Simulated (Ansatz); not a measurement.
The system is GaN.

```xyz
2
Lattice="0.0000 2.2535 2.2535 2.2535 0.0000 2.2535 2.2535 2.2535 0.0000" Properties=species:S:1:pos:R:3 pbc="T T T"
Ga    0.0000    0.0000    0.0000
N     1.1268    1.1268    1.1268
```

The cell is a database's computed one.

Base run:

```yaml
Program: Ansatz 0.2.0
Functional: rPW86-PBE
Potentials_or_basis: Ansatz PAW
Cutoff: "420 eV (not typed: the program's choice for these potentials)"
k_mesh: 10 × 10 × 10
Occupations: fermi-dirac, width 0.05 eV
Spin: no spin polarisation
```

Its results: band gap on the k mesh 1.73 eV, direct; pressure 10.7 GPa.

**Question.** The run is repeated on the same cell with these changes: functional from rPW86-PBE to PBE. What comes out?

**Answer.** Band gap on the k mesh 1.72 eV, direct; pressure 5.0 GPa.

Caveats: the PAW data sets come from PBE, with cores solved anew for the run's functional, which leaves a small shift of forces and pressure (some runs).
